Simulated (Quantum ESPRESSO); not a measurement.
# Hf (Im-3m) in Quantum ESPRESSO: equation of state

Aim: energy against volume of Hf in PBEsol, for its equilibrium volume and stiffness.

Everything below comes from runs of Quantum ESPRESSO 7.5. Logs are shortened: lines on timing, memory, paths and dates and some standing lists are left out, and cuts for length are marked.

**1. The structure**

It takes space group Im-3m (No. 229, cubic). The conventional cell has a = 3.610 Å, b = 3.610 Å, c = 3.610 Å, α = 90.00°, β = 90.00°, γ = 90.00°. Hf (site symmetry m-3m) has 8 Hf at 3.13 Å as nearest neighbours.

This isn't the form of Hf at room conditions, which is hcp.

**2. Single point, PBEsol, 22.11 Å³/atom**

Input file pw.in:

```
&CONTROL
  calculation = 'scf'
  prefix = 'pwscf'
  outdir = './tmp'
  pseudo_dir = './pseudo'
  tprnfor = .true.
  tstress = .true.
  disk_io = 'nowf'
/
&SYSTEM
  ibrav = 0
  nat = 1
  ntyp = 1
  ecutwfc = 45
  ecutrho = 360
  nbnd = 12
  occupations = 'smearing'
  smearing = 'fd'
  degauss = 0.00367493
/
&ELECTRONS
  conv_thr = 2d-10
  electron_maxstep = 120
  mixing_beta = 0.5
/
ATOMIC_SPECIES
Hf   178.4900 hf_pbesol_v1.uspp.F.UPF
CELL_PARAMETERS angstrom
  -1.7681529262    1.7681529262    1.7681529262
   1.7681529262   -1.7681529262    1.7681529262
   1.7681529262    1.7681529262   -1.7681529262
ATOMIC_POSITIONS crystal
Hf     0.0000000000    0.0000000000    0.0000000000
K_POINTS automatic
10 10 10 0 0 0
```

Potentials or basis: GBRV 1.5 PBEsol.

Started as:

```bash
> OMP_NUM_THREADS=1 mpirun -n 2 pw.x -nk 2 -in pw.in > pw.out
```

pw.out:

```text
This program is part of the open-source Quantum ESPRESSO suite
     for quantum simulation of materials; please cite
         "P. Giannozzi et al., J. Phys.:Condens. Matter 21 395502 (2009);
         "P. Giannozzi et al., J. Phys.:Condens. Matter 29 465901 (2017);
         "P. Giannozzi et al., J. Chem. Phys. 152 154105 (2020);
     in publications or presentations arising from this work. More details at

     Message from routine setup:
     using ibrav=0 with symmetry is DISCOURAGED, use correct ibrav instead

     K-points division:     npool     =       2
     Subspace diagonalization in iterative solution of the eigenvalue problem:
     a serial algorithm will be used

     G-vector sticks info
     --------------------
     sticks:   dense  smooth     PW     G-vecs:    dense   smooth      PW
     Sum         909     451    173                17309     6051    1481

     Using Slab Decomposition

     bravais-lattice index     =            0
     lattice parameter (alat)  =       5.7873  a.u.
     unit-cell volume          =     149.2162 (a.u.)^3
     number of atoms/cell      =            1
     number of atomic types    =            1
     number of electrons       =        12.00
     number of Kohn-Sham states=           12
     kinetic-energy cutoff     =      45.0000  Ry
     charge density cutoff     =     360.0000  Ry
     scf convergence threshold =      2.0E-10
     mixing beta               =       0.5000
     number of iterations used =            8  plain     mixing
     Exchange-correlation= SLA  PW   PSX  PSC
                           (   1   4  10   8   0   0   0)

     celldm(1)=   5.787344  celldm(2)=   0.000000  celldm(3)=   0.000000
     celldm(4)=   0.000000  celldm(5)=   0.000000  celldm(6)=   0.000000

     crystal axes: (cart. coord. in units of alat)
               a(1) = (  -0.577350   0.577350   0.577350 )
               a(2) = (   0.577350  -0.577350   0.577350 )
               a(3) = (   0.577350   0.577350  -0.577350 )

     reciprocal axes: (cart. coord. in units 2 pi/alat)
               b(1) = ( -0.000000  0.866025  0.866025 )
               b(2) = (  0.866025 -0.000000  0.866025 )
               b(3) = (  0.866025  0.866025  0.000000 )

     PseudoPot. # 1 for Hf read from file:
     hf_pbesol_v1.uspp.F.UPF
     Pseudo is Ultrasoft + core correction, Zval = 12.0
     Generated by new atomic code, or converted to UPF format
     Using radial grid of  921 points,  8 beta functions with:
                l(1) =   0
                l(2) =   0
                l(3) =   0
                l(4) =   1
                l(5) =   1
                l(6) =   2
                l(7) =   2
                l(8) =   3
     Q(r) pseudized with  6 coefficients,  rinner =    1.200   1.200   1.200
                                                       1.200   1.200   1.200
                                                       1.200

     atomic species   valence    mass     pseudopotential
     Hf               12.00   178.49000     Hf( 1.00)

     48 Sym. Ops., with inversion, found

   Cartesian axes

     site n.     atom                  positions (alat units)
         1        Hf     tau(   1) = (   0.0000000   0.0000000   0.0000000  )

     number of k points=    47  Fermi-Dirac smearing, width (Ry)=  0.0037
                       cart. coord. in units 2pi/alat
        k(    1) = (   0.0000000   0.0000000   0.0000000), wk =   0.0020000
        k(    2) = (   0.0866025   0.0866025   0.0000000), wk =   0.0240000
        k(    3) = (   0.1732051   0.1732051   0.0000000), wk =   0.0240000
        k(    4) = (   0.2598076   0.2598076   0.0000000), wk =   0.0240000
        k(    5) = (   0.3464102   0.3464102   0.0000000), wk =   0.0240000
        k(    6) = (  -0.4330127  -0.4330127   0.0000000), wk =   0.0120000
[... 39 lines left out ...]
        k(   46) = (  -0.8660254  -0.0866025  -0.0866025), wk =   0.0240000
        k(   47) = (  -0.8660254  -0.8660254  -0.8660254), wk =   0.0020000

     Dense  grid:    17309 G-vectors     FFT dimensions: (  36,  36,  36)

     Smooth grid:     6051 G-vectors     FFT dimensions: (  25,  25,  25)

     Initial potential from superposition of free atoms

     starting charge      10.0000, renormalised to      12.0000

     negative rho (up, down):  1.293E-01 0.000E+00
     Starting wfcs are   13 randomized atomic wfcs

     Self-consistent Calculation

     iteration #  1     ecut=    45.00 Ry     beta= 0.50
     Davidson diagonalization with overlap
     ethr =  1.00E-02,  avg # of iterations =  3.6

     negative rho (up, down):  1.128E-01 0.000E+00
[... 67 lines left out ...]
     iteration #  9     ecut=    45.00 Ry     beta= 0.50
     Davidson diagonalization with overlap
     ethr =  5.19E-12,  avg # of iterations =  1.8

     negative rho (up, down):  1.124E-01 0.000E+00

     End of self-consistent calculation

          k = 0.0000 0.0000 0.0000 (   767 PWs)   bands (ev):

   -46.9880 -15.2425 -15.2425 -15.2425   7.3752  15.9854  15.9854  15.9854
    18.8166  18.8166  27.6923  27.6923
[... 18 lines left out ...]
   -46.9228 -16.0249 -15.4953 -15.2463  10.8530  14.0894  15.0520  18.7171
    19.4616  21.0554  25.5798  25.6679

          k =-0.4330-0.4330 0.0000 (   758 PWs)   bands (ev):

   -46.9159 -16.1016 -15.5213 -15.2467  11.0392  13.9353  15.5724  18.6432
    19.6673  22.1991  24.8013  24.9413

          k = 0.1732 0.0866 0.0866 (   744 PWs)   bands (ev):
[... 81 lines left out ...]
   -46.9107 -15.7889 -15.7889 -15.4265  13.0369  13.9937  13.9937  19.6007
    19.6007  21.0510  25.3921  25.3921

          k =-0.0000-0.1732 0.3464 (   764 PWs)   bands (ev):

   -46.9351 -15.8066 -15.4571 -15.3100  10.3438  14.6652  14.8628  17.4655
    18.9682  19.6449  26.6773  29.1097

          k = 0.0866-0.0866 0.3464 (   756 PWs)   bands (ev):
[... 46 lines left out ...]
   -46.9405 -15.5975 -15.4444 -15.4444  10.0015  15.3869  15.9440  15.9440
    17.4013  19.8185  27.5918  31.3434

          k =-0.0000-0.0866 0.4330 (   757 PWs)   bands (ev):

   -46.9201 -15.7786 -15.5355 -15.4725  11.1593  14.2470  15.7907  16.5589
    18.7269  19.5629  26.8722  30.7943

          k = 0.0000-0.1732 0.5196 (   768 PWs)   bands (ev):
[... 21 lines left out ...]
   -46.8868 -15.8669 -15.8669 -15.5102  13.0075  13.0075  14.7267  19.1988
    19.1988  22.9783  24.7965  24.7965

          k =-0.0000-0.0000 0.5196 (   763 PWs)   bands (ev):

   -46.9014 -15.7795 -15.6307 -15.6307  12.0016  13.4790  16.8060  16.8060
    18.9600  19.0132  27.9306  29.4273

          k = 0.0000-0.0866 0.6062 (   764 PWs)   bands (ev):
[... 26 lines left out ...]
   -46.8616 -15.8436 -15.8436 -15.8436  11.8384  11.8384  21.3481  21.3481
    21.3481  21.7339  21.7339  21.7339

     the Fermi energy is    14.4650 ev

!    total energy              =    -158.52227831 Ry
     estimated scf accuracy    <          1.2E-11 Ry
     smearing contrib. (-TS)   =      -0.00100174 Ry
     internal energy E=F+TS    =    -158.52127656 Ry

     The total energy is F=E-TS. E is the sum of the following terms:
     one-electron contribution =     -18.46297584 Ry
     hartree contribution      =      13.63312664 Ry
     xc contribution           =     -75.27199021 Ry
     ewald contribution        =     -78.41943716 Ry

     convergence has been achieved in   9 iterations

     negative rho (up, down):  1.124E-01 0.000E+00

     Forces acting on atoms (cartesian axes, Ry/au):

     atom    1 type  1   force =     0.00000000    0.00000000    0.00000000

     Total force =     0.000000     Total SCF correction =     0.000000

     Computing stress (Cartesian axis) and pressure

     negative rho (up, down):  1.124E-01 0.000E+00
          total   stress  (Ry/bohr**3)                   (kbar)     P=      -35.58
  -0.00024185   0.00000000   0.00000000          -35.58        0.00        0.00
   0.00000000  -0.00024185   0.00000000            0.00      -35.58        0.00
   0.00000000   0.00000000  -0.00024185            0.00        0.00      -35.58

=------------------------------------------------------------------------------=
   JOB DONE.
=------------------------------------------------------------------------------=
```

Run time: 4.7 s. Hardware: 2 MPI ranks of Arm Neoverse V2, shared host; peak memory 0.22 GiB.

Results:

- Free energy: -2156.8055 eV
- Pressure: -3.6 GPa
- Band gap on the k mesh: none (metal or under the smearing width)

**3. Single point, PBEsol, 22.58 Å³/atom**

pw.in, as its differences from that of step 2:

```diff
@@ -28,5 +28,5 @@
 CELL_PARAMETERS angstrom
-  -1.7681529262    1.7681529262    1.7681529262
-   1.7681529262   -1.7681529262    1.7681529262
-   1.7681529262    1.7681529262   -1.7681529262
+  -1.7806051177    1.7806051177    1.7806051177
+   1.7806051177   -1.7806051177    1.7806051177
+   1.7806051177    1.7806051177   -1.7806051177
 ATOMIC_POSITIONS crystal
```

Potentials or basis: GBRV 1.5 PBEsol.

Started as:

```bash
> OMP_NUM_THREADS=1 mpirun -n 2 pw.x -nk 2 -in pw.in > pw.out
```

Wall time 4.7 s (2 MPI ranks of Arm Neoverse V2, shared host); peak memory 0.22 GiB.

The run converged. Its results:

```
Free energy            : -2156.7930 eV
Pressure               : -5.5 GPa
Band gap on the k mesh : none (metal or under the smearing width)
```

**4. Single point, PBEsol, 23.05 Å³/atom**

pw.in, as its differences from that of step 3:

```diff
@@ -28,5 +28,5 @@
 CELL_PARAMETERS angstrom
-  -1.7806051177    1.7806051177    1.7806051177
-   1.7806051177   -1.7806051177    1.7806051177
-   1.7806051177    1.7806051177   -1.7806051177
+  -1.7928855410    1.7928855410    1.7928855410
+   1.7928855410   -1.7928855410    1.7928855410
+   1.7928855410    1.7928855410   -1.7928855410
 ATOMIC_POSITIONS crystal
```

Started as:

```bash
> OMP_NUM_THREADS=1 mpirun -n 2 pw.x -nk 2 -in pw.in > pw.out
```

Wall time 4.8 s (2 MPI ranks of Arm Neoverse V2, shared host); peak memory 0.22 GiB.

It converged, with:

- Free energy: -2156.7749 eV
- Pressure: -7.3 GPa
- Band gap on the k mesh: none (metal or under the smearing width)

**5. Single point, PBEsol, 23.52 Å³/atom**

pw.in, as its differences from that of step 4:

```diff
@@ -28,5 +28,5 @@
 CELL_PARAMETERS angstrom
-  -1.7928855410    1.7928855410    1.7928855410
-   1.7928855410   -1.7928855410    1.7928855410
-   1.7928855410    1.7928855410   -1.7928855410
+  -1.8050000000    1.8050000000    1.8050000000
+   1.8050000000   -1.8050000000    1.8050000000
+   1.8050000000    1.8050000000   -1.8050000000
 ATOMIC_POSITIONS crystal
```

Started as:

```bash
> OMP_NUM_THREADS=1 mpirun -n 2 pw.x -nk 2 -in pw.in > pw.out
```

Run time: 4.9 s. Hardware: 2 MPI ranks of Arm Neoverse V2, shared host; peak memory 0.22 GiB.

Results (log left out):

```
Free energy            : -2156.7519 eV
Pressure               : -8.9 GPa
Band gap on the k mesh : none (metal or under the smearing width)
```

**6. Single point, PBEsol, 23.99 Å³/atom**

pw.in, as its differences from that of step 5:

```diff
@@ -28,5 +28,5 @@
 CELL_PARAMETERS angstrom
-  -1.8050000000    1.8050000000    1.8050000000
-   1.8050000000   -1.8050000000    1.8050000000
-   1.8050000000    1.8050000000   -1.8050000000
+  -1.8169539908    1.8169539908    1.8169539908
+   1.8169539908   -1.8169539908    1.8169539908
+   1.8169539908    1.8169539908   -1.8169539908
 ATOMIC_POSITIONS crystal
```

Potentials or basis: GBRV 1.5 PBEsol.

Started as:

```bash
> OMP_NUM_THREADS=1 mpirun -n 2 pw.x -nk 2 -in pw.in > pw.out
```

It took 4.9 s on 2 MPI ranks of Arm Neoverse V2, shared host; peak memory 0.22 GiB.

Results (log left out):

* Free energy: -2156.7243 eV
* Pressure: -10.4 GPa
* Band gap on the k mesh: none (metal or under the smearing width)

**7. Single point, PBEsol, 24.46 Å³/atom**

pw.in, as its differences from that of step 6:

```diff
@@ -28,5 +28,5 @@
 CELL_PARAMETERS angstrom
-  -1.8169539908    1.8169539908    1.8169539908
-   1.8169539908   -1.8169539908    1.8169539908
-   1.8169539908    1.8169539908   -1.8169539908
+  -1.8287527239    1.8287527239    1.8287527239
+   1.8287527239   -1.8287527239    1.8287527239
+   1.8287527239    1.8287527239   -1.8287527239
 ATOMIC_POSITIONS crystal
```

Started as:

```bash
> OMP_NUM_THREADS=1 mpirun -n 2 pw.x -nk 2 -in pw.in > pw.out
```

Run time: 5.1 s. Hardware: 2 MPI ranks of Arm Neoverse V2, shared host; peak memory 0.22 GiB.

Results (log left out):

```
Free energy            : -2156.6925 eV
Pressure               : -11.7 GPa
Band gap on the k mesh : none (metal or under the smearing width)
```

**8. Single point, PBEsol, 24.93 Å³/atom**

pw.in, as its differences from that of step 7:

```diff
@@ -28,5 +28,5 @@
 CELL_PARAMETERS angstrom
-  -1.8287527239    1.8287527239    1.8287527239
-   1.8287527239   -1.8287527239    1.8287527239
-   1.8287527239    1.8287527239   -1.8287527239
+  -1.8404011445    1.8404011445    1.8404011445
+   1.8404011445   -1.8404011445    1.8404011445
+   1.8404011445    1.8404011445   -1.8404011445
 ATOMIC_POSITIONS crystal
```

Started as:

```bash
> OMP_NUM_THREADS=1 mpirun -n 2 pw.x -nk 2 -in pw.in > pw.out
```

Wall time 5.1 s (2 MPI ranks of Arm Neoverse V2, shared host); peak memory 0.22 GiB.

It converged, with:

| Item | Value |
| --- | --- |
| Free energy | -2156.6571 eV |
| Pressure | -12.9 GPa |
| Band gap on the k mesh | none (metal or under the smearing width) |

**9. Equation of state, PBEsol**

Potentials or basis: GBRV 1.5 PBEsol.

No new run: the results of the series are fitted here.

What came out:

| Item | Value |
| --- | --- |
| Equilibrium volume | 21.42 Å³/atom (rough: see the caveat) |
| Bulk modulus | 109 GPa (rough) |

Energy against volume, from the lowest point:
| volume (Å³/atom) | energy (meV/atom) |
| --- | --- |
| 22.112 | 0.00 |
| 22.582 | 12.49 |
| 23.052 | 30.58 |
| 23.523 | 53.61 |
| 23.993 | 81.19 |
| 24.464 | 112.96 |
| 24.934 | 148.41 |

Caveat: the minimum lies outside the volumes run. The run has no spin-orbit coupling, so splittings on Hf are missing.
